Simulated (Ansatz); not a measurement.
The system is Tl.

```xyz
2
Lattice="3.4560 0.0000 0.0000 -1.7280 2.9930 0.0000 0.0000 0.0000 5.5250" Properties=species:S:1:pos:R:3 pbc="T T T"
Tl    1.7280    0.9977    4.1438
Tl    0.0000    1.9953    1.3813
```

```yaml
Program: Ansatz 0.2.0
Task: single point
Functional: PBE
Potentials_or_basis: all-electron LAPW, scalar-relativistic
Cutoff: 167 eV (chosen from the basis error)
Basis_error_allowed: 0.001 eV/atom
k_mesh: 9 × 9 × 5
Occupations: fermi-dirac, width 0.05 eV
Spin: no spin polarisation
```

On this cell: pressure 3.4 GPa; largest force under 0.003 eV/Å; band gap on the k mesh none (metal or under the smearing width).

The same run follows on a disturbed copy (atoms moved at random, drawn with an rms of 0.05 Å):

```
Tl
1.0
     3.45600    0.00000    0.00000
    -1.72800    2.99298    0.00000
     0.00000    0.00000    5.52500
Tl
2
Direct
  0.66750 0.31964 0.74125
  0.32903 0.66275 0.24287
```

Task: What does the disturbed cell give?

Result: The energy (extrapolated to zero smearing) moves by +0.2 meV/atom; pressure 3.4 GPa; largest force 0.031 eV/Å; band gap on the k mesh none (metal or under the smearing width).

Forces on the atoms (eV/Å):
```
Tl  -0.008  0.008  0.029
Tl   0.008 -0.008 -0.029
```

Stress tensor (GPa, compression positive):
```
2.84 0.17 0.00
0.17 3.11 0.00
0.00 0.00 4.36
```
